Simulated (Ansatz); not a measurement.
Working through a check of forces and pressure against finite differences of KCl (distorted cell)

With Ansatz 0.2.0, Python API.

Typed at the interpreter:
```pycon
>>> import warnings
>>> import ansatz as az
>>> import numpy as np
>>> SMEARING = "Fixed"
>>> XC = "PBE"
>>> CUTOFF_EV = 540
>>> KMESH = (4, 4, 4)
>>> SCF_TOL = 1e-09
>>> VECTORS = np.array([
...     [0.0, 3.14647, 3.14647],
...     [3.14647, 0.0, 3.14647],
...     [3.14647, 3.14647, 0.0],
... ])
>>> SITES = [
...     ("K", (0.96346, 0.0352, 0.05587)),
...     ("Cl", (0.47399, 0.50332, 0.49985)),
... ]
>>> def build(cell):
...     crystal = az.Crystal(lattice=az.Lattice.of(cell))
...     for symbol, position in SITES:
...         crystal = crystal.atom(symbol, position)
...     return crystal
...
>>> warnings.simplefilter("ignore", az.DeckWarning)
>>> def solve(crystal):
...     return (
...         crystal.calculation()
...         .occupations(SMEARING)
...         .functional(XC)
...         .basis(CUTOFF_EV, xc_grid=2)
...         .kpoints(*KMESH)
...         .scf(tolerance=SCF_TOL)
...         .forces()
...         .stress()
...         .run(threads=1)
...     ).report
...
>>> centre = solve(build(VECTORS))
>>> start = build(VECTORS)
>>> print(f"force on atom 0 along y: analytic {centre['forces_ev_ang'][0][1]:.4f} eV/A")
force on atom 0 along y: analytic -0.1748 eV/A
>>> for h in (0.005, 0.02):
...     shift = np.eye(3)[1] * h @ np.linalg.inv(VECTORS)
...     plus, minus = (solve(start.move(0, to=np.array(SITES[0][1]) + sign * shift))["lagrangian_ev"] for sign in (1, -1))
...     print(f"  step {h} A: numerical {-(plus - minus) / (2 * h):.4f} eV/A")
...
  step 0.005 A: numerical -0.1748 eV/A
  step 0.02 A: numerical -0.1750 eV/A
>>> volume = abs(np.linalg.det(VECTORS))
>>> larger, smaller = (solve(build(VECTORS * (1 + sign * 0.005) ** (1 / 3)))["lagrangian_ev"] for sign in (1, -1))
>>> numerical = -(larger - smaller) / (0.01 * volume) * 160.21766
>>> print(f"pressure: analytic {np.trace(centre['stress_gpa']) / 3:.3f}, numerical {numerical:.3f} GPa")
pressure: analytic 1.480, numerical 1.481 GPa
```

Notes:
- Energy and stress may still move on a finer k-point mesh.
- The program warned that this SCF threshold is loose for forces or stresses.
- Pressure is positive in compression.
- The cell is a database structure, distorted on purpose.
- The central difference errs as the square of the step, so the shorter step is the fairer test; what remains comes from the finite grid and the SCF threshold.
- The script silences the warnings on its input, which a real study should read.
- Timing: 6.4 s on 1 thread of AMD EPYC 9R45 96-Core Processor (Zen 5), with other jobs on the host, peak memory 0.45 GiB.
